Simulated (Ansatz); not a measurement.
A (111) slab of MnO (Fm-3m (No. 225)), 9 planes, outer planes Mn (top) and Mn (bottom), with 9 atoms (Mn5O4) in a surface cell of A = 8.152 Å², as cut from the bulk:

```yaml
crystal:
  lattice:
    - [3.06808, 0.00000, 0.00000]
    - [-1.53404, 2.65704, 0.00000]
    - [0.00000, 0.00000, 25.02031]
  atoms:
    - { symbol: Mn, position: [0.66667, 0.33333, 0.29976] }
    - { symbol: O, position: [0.00000, 0.00000, 0.34982] }
    - { symbol: Mn, position: [0.33333, 0.66667, 0.39988] }
    - { symbol: O, position: [0.66667, 0.33333, 0.44994] }
    - { symbol: Mn, position: [0.00000, 0.00000, 0.50000] }
    - { symbol: O, position: [0.33333, 0.66667, 0.55006] }
    - { symbol: Mn, position: [0.66667, 0.33333, 0.60012] }
    - { symbol: O, position: [0.00000, 0.00000, 0.65018] }
    - { symbol: Mn, position: [0.33333, 0.66667, 0.70024] }
```

Computed with DFT PBEsol, scalar-relativistic, plane waves, PAW in Ansatz 0.2.0. Plane waves to 420 eV, a k mesh through Γ of 12×12×1 on the computed 9-atom cell and Gaussian smearing (0.10 eV); collinear spin from starting moments 4.2 0.23 4.2 0.23 4.2 0.23 4.2 0.23 4.2 μB. The cell repeats along c with a dipole correction in the vacuum.

The relaxed slab holds 4 formula units of MnO and 1 further Mn. Against those formula units in the bulk and the further Mn in its standard state it lies 2.980 eV higher. The formation energy of MnO from the standard states is -2.241 eV a formula unit (uncorrected, no zero-point or thermal terms).

**Question.** Over what range can the chemical potential of Mn vary, and what is the surface energy at both ends?

**Answer.** In contact with the bulk, μ(Mn) + μ(O) is fixed. With Δμ counted from the standard states, Δμ(Mn) ≤ 0 keeps elemental Mn from forming, and Δμ(O) ≤ 0 requires Δμ(Mn) ≥ ΔH = -2.241 eV. Other compounds of Mn and O can narrow this range. Then γ, the mean of both faces, = [2.980 eV − 1.00·Δμ(Mn)]/(2A). At the Mn-rich end (Δμ = 0): 2.980/(2 × 8.152) × 16.02 = 2.93 J/m². At the Mn-poor end: (2.980 + 2.241)/(2 × 8.152) × 16.02 = 5.13 J/m².

**Question.** How does its energy depend on growth conditions?

**Answer.** It carries an excess of Mn, so its energy falls by 0.98 J/m² for each eV that μ(Mn) rises: Mn-rich conditions lower it; whether it appears depends on the other terminations.

Moments started parallel, and an antiferromagnetic order may lie lower. Semilocal functionals without U can misjudge the magnetic state of such a slab.